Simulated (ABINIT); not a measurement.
Set up this calculation in ABINIT 10.8.3 (patched build), as an ASE script.

```yaml
Task: equation of state
Functional: PBEsol
Dispersion: D3
Potentials_or_basis: JTH PAW PBE v2.0
Cutoff: 408 eV
k_mesh: 11 × 11 × 11
Occupations: fermi-dirac, width 0.05 eV
Spin: no spin polarisation
Dispersion_computed_by: simple-dftd3 1.7.0
Fine-grid_cutoff: 816.342 eV
Exchange_and_correlation_inside_the_PAW_spheres: full angular mesh (pawxcdev 0, this build's default; the released program takes 1)
```

Crystal: Ti.

```
Ti
1.0
    -1.64100    1.64100    1.64100
     1.64100   -1.64100    1.64100
     1.64100    1.64100   -1.64100
Ti
1
Direct
  0.00000 0.00000 0.00000
```

This isn't the form of Ti at room conditions, which is hcp.

The input as run:

run.py

```python
import json, os
import numpy as np
from ase.eos import EquationOfState
from ase.units import GPa
from ase.calculators.mixing import SumCalculator
from dftd3.ase import DFTD3
from ase.calculators.abinit import Abinit, AbinitProfile
from ase import Atoms

atoms = Atoms(['Ti'],
              cell=[[-1.641, 1.641, 1.641], [1.641, -1.641, 1.641], [1.641, 1.641, -1.641]],
              scaled_positions=[[0.0, 0.0, 0.0]],
              pbc=True)

profile = AbinitProfile(command='abinit', pp_paths=[os.path.abspath('pseudos')])
params = dict(
    pps='pawxml', xc='PBE',
    ecut=408.1708,
    pawecutdg=816.3416,
    kptopt=1,
    ngkpt=[11, 11, 11],
    nshiftk=1,
    shiftk=[0.0, 0.0, 0.0],
    ixc=-116133,
    nband=10,
    occopt=3,
    tsmear=0.05,
    nstep=100,
    tolvrs=1e-09,
    prtwf=0,
    prtden=0,
)

cell0 = atoms.cell.copy()
volumes, energies = [], []
for i, x in enumerate([0.94, 0.96, 0.98, 1.0, 1.02, 1.04, 1.06]):
    atoms.set_cell(cell0 * x ** (1 / 3), scale_atoms=True)
    atoms.calc = SumCalculator([Abinit(profile=profile, directory=f'v{i}', **params), DFTD3(method='pbesol', damping='d3zero')])
    volumes.append(atoms.get_volume() / len(atoms))
    dft, disp = atoms.calc.mixer.calcs
    energies.append((dft.get_property('free_energy', atoms) + disp.get_property('energy', atoms)) / len(atoms))
    print(f'{x:5.2f} {volumes[-1]:10.5f} A^3/atom {energies[-1]:14.6f} eV/atom', flush=True)
    json.dump(dict(volumes=volumes, energies=energies), open('results.json', 'w'))
v0, e0, b0 = EquationOfState(volumes, energies, eos='birchmurnaghan').fit()
print(f'V0 {v0:.4f} A^3/atom  E0 {e0:.6f} eV/atom  B0 {b0 / GPa:.2f} GPa')
```

Potentials or basis: JTH PAW PBE v2.0.

The run is started by

```bash
$ python run.py
```

Results of the run:

```yaml
Equilibrium_volume: "15.83 Å³/atom (rough: see the caveat)"
Bulk_modulus: 120 GPa (rough)
```

Caveat: pressures at fixed basis lie under the slope of the energies; the minimum lies outside the volumes run; the log and the count of SCF iterations are those of the last ABINIT call alone; the PAW data sets were made with another functional, which shifts forces and pressure a little.

Wall time 92 s on 1 thread of Intel(R) Xeon(R) Processor @ 2.70GHz, with other jobs on the host, peak memory 0.09 GiB.
